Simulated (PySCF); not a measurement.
Task: Give a GFN2-xTB geometry of `c1c(N)cccc1`.

Result: 
Z-matrix in Å and degrees, rows numbered from 1:
```
N 
C   1  1.3816
C   2  1.3950  1  120.56
C   3  1.3808  2  120.42  1  -176.48
C   4  1.3850  3  120.49  2    -0.04
C   5  1.3850  4  119.41  3    -0.06
C   6  1.3809  5  120.49  4     0.00
H   1  1.0071  2  116.24  3  -161.35
H   1  1.0071  2  116.25  3   -22.08
H   3  1.0812  2  119.22  1     3.52
H   4  1.0805  3  119.56  2  -179.93
H   5  1.0795  4  120.30  3  -179.97
H   6  1.0805  5  119.98  4  -179.76
H   7  1.0812  2  119.19  1    -3.47
```

The 7 heavy atoms lie in one plane (0.018 Å rms). N1 (aniline-type nitrogen) is pyramidal (angles 116.3°, 116.2° and 114.5°, sum 346.9°, 0.23 Å off the plane of its three neighbours). The 6-membered ring C2–C3–C4–C5–C6–C7 has internal angles of 118.8° to 120.5°; it is planar, 0.00 Å rms from its mean plane, widest ring torsion 0°. Of the pairs four or more bonds apart, H8···H14 is among the closest relative to their van der Waals radii: 2.40 Å, 100 % of the sum of Bondi's values.

Structure optimised with GFN2-xTB, isolated species.

Point group: Cs (tolerance 0.08 Å). No frequency check.

The numbers are calculated, not measured.
